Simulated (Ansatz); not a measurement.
Runs of Ansatz 0.2.0 on Ge. It takes space group Fmmm (No. 69, orthorhombic). Conventional cell: a = 5.261 Å, b = 5.771 Å, c = 10.231 Å, α = 90.00°, β = 90.00°, γ = 90.00°. Ge (site symmetry m2m) is surrounded by 5 Ge at 2.61 to 2.73 Å. Around Ge (site symmetry mm2) lie 6 Ge at 2.71 to 2.96 Å. This isn't the form of Ge at room conditions, which is diamond.

```csv
task,level,potentials or basis,k mesh,cutoff (eV),smearing,basis error allowed,mesh quality,gap on the mesh (eV),pressure (GPa),largest force (eV/Å)
single point,PBEsol,"all-electron LAPW, scalar-relativistic",4 × 4 × 4,247,fermi-dirac 0.03 eV,0.002 eV/atom,coarse,none,-3.6,(b)
band structure,PBEsol,all-electron PAW datasets made for the crystal,7 × 7 × 7,160,fermi-dirac 0.05 eV,-,not flagged,-,-3.5,0.04
single point,PBEsol,"all-electron LAPW, scalar-relativistic",7 × 7 × 7,268,fermi-dirac 0.05 eV,0.001 eV/atom,not flagged,none,-3.5,0.04
band structure,LDA,"all-electron LAPW, scalar-relativistic",7 × 7 × 7,247,fermi-dirac 0.05 eV,0.002 eV/atom,not flagged,-,-5.1,0.04
band structure,PBEsol,"all-electron LAPW, inner shells corrected to Dirac's equation",7 × 7 × 7,247,fermi-dirac 0.05 eV,0.002 eV/atom,not flagged,-,-3.5,0.04
band structure,PBEsol,"all-electron LAPW, non-relativistic",7 × 7 × 7,246,fermi-dirac 0.05 eV,0.002 eV/atom,not flagged,-,(a),0.02
band structure,PBEsol,"all-electron LAPW, scalar-relativistic",7 × 7 × 7,247,fermi-dirac 0.05 eV,0.002 eV/atom,not flagged,-,-3.5,0.04
```

Alike in all rows: no spin polarisation; cell as given.

Question: Fill in the values left out.

Answer: (a) -3.7; (b) 0.18.

Caveats: some runs use coarse meshes; the k mesh is thin for a metal, which can move the energy by tens of meV per atom (some runs); relativity is left out, which matters for the heavier elements (some runs).

A k mesh can miss the band edges, and the runs leave out spin-orbit coupling on Ge.

A gap of «none» marks a metal or a gap under the smearing width.

Not every run made on this cell is shown here.
